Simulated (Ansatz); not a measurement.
GeTe (R3m), relaxed and computed with several functionals in Ansatz (plane waves, PAW).

```json
[
 {"functional": "PBEsol", "a (Å)": "4.162", "c (Å)": "10.492", "V (Å³/atom)": "26.24", "gap (eV)": "0.40", "B₀ by P(V) fit (GPa)": "43.2"},
 {"functional": "HSE06", "a (Å)": "4.178", "c (Å)": "11.009", "V (Å³/atom)": "27.73", "gap (eV)": "0.75", "B₀ by P(V) fit (GPa)": "33.2"},
 {"functional": "PBE", "a (Å)": "___", "c (Å)": "___", "V (Å³/atom)": "___", "gap (eV)": "___", "B₀ by P(V) fit (GPa)": "___"}
]
```

Problem. What belongs in the gaps?

Solution. 
- PBE, a (Å): 4.227
- PBE, c (Å): 10.941
- PBE, V (Å³/atom): 28.21
- PBE, gap (eV): 0.56
- PBE, B₀ by P(V) fit (GPa): 30.1

All cells were relaxed under the symmetry of their starts (and spin orders); stability against distortions was not tested throughout. Spin–orbit coupling is left out wherever it is not named.

Potentials: the later of the program's two PAW sets.

Ansatz (a first-principles code) is a plane-wave DFT program.
